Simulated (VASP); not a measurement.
GaN:

```xyz
4
Lattice="3.1900 0.0000 0.0000 -1.5950 2.7626 0.0000 0.0000 0.0000 5.1900" Properties=species:S:1:pos:R:3 pbc="T T T"
Ga    0.0000    1.8417    0.0000
Ga    1.5950    0.9209    2.5950
N     0.0000    1.8417    1.9566
N     1.5950    0.9209    4.5516
```

The cell was built by a generator and isn't the measured one.

- Program: VASP 6.6.1
- Task: relaxation of cell and atoms
- Functional: PBE
- Potentials or basis: VASP PAW PBE potentials, release 64 (Ga_d, N)
- Cutoff: 520 eV
- k mesh: 8 × 8 × 5
- Occupations: gaussian, width 0.03 eV
- Spin: no spin polarisation

At the start: pressure 5.2 GPa; volume 11.43 Å³/atom.

Problem. Where does the relaxation end?

Solution. Over 3 steps the energy falls by 5.2 meV/atom and the volume is 11.76 Å³/atom (+2.9 %); space group P6_3mc (No. 186, to 0.05 Å).

The path:
| step | energy change (eV) | largest force (eV/Å) | pressure (GPa) | volume (Å³) |
| --- | --- | --- | --- | --- |
| 1 | 0.0000 | 0.0078 | 5.15 | 45.74 |
| 2 | -0.0060 | 0.0013 | -3.97 | 48.22 |
| 3 | -0.0207 | 0.0046 | -0.02 | 47.06 |

Final structure:
```xyz
4
Lattice="3.2197 0.0000 0.0000 -1.6099 2.7884 0.0000 0.0000 0.0000 5.2417" Properties=species:S:1:pos:R:3 pbc="T T T"
Ga    0.0000    1.8589    0.0002
Ga    1.6099    0.9295    2.6211
N     0.0000    1.8589    1.9759
N     1.6099    0.9295    4.5968
```
